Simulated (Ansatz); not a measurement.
Ni:

```
Ni
1.0
     2.44802    0.00000    0.00000
    -1.22401    2.12005    0.00000
     0.00000    0.00000    4.07281
Ni
2
Direct
  0.66667 0.33333 0.75000
  0.33333 0.66667 0.25000
```

This isn't the form of Ni at room conditions, which is fcc.

Base run:

| Item | Value |
| --- | --- |
| Program | Ansatz 0.2.0 |
| Functional | PBEsol |
| Potentials or basis | Ansatz PAW |
| Cutoff | 420 eV (not typed: the program's choice for these potentials) |
| k mesh | 10 × 10 × 6 |
| Occupations | fermi-dirac, width 0.05 eV |
| Spin | collinear spin, ferromagnetic start |
| Starting moments | [0.75, 0.75] μB |
| Fixed moment | 1.5 μB |

Its results: pressure -2.4 GPa; site moments Ni +0.78 μB.

**Question.** The run is repeated on the same cell with these changes: fixed moment from 1.5 μB to 0.5 μB; moments at the start from [0.75, 0.75] to [0.25, 0.25]. What comes out?

**Answer.** Pressure -4.2 GPa; site moments Ni +0.27 μB.

Caveats: the total moment is fixed, so each spin has its own Fermi level; the PAW data sets come from PBE, with cores solved anew for the run's functional, which leaves a small shift of forces and pressure; the thresholds are loose for stress.
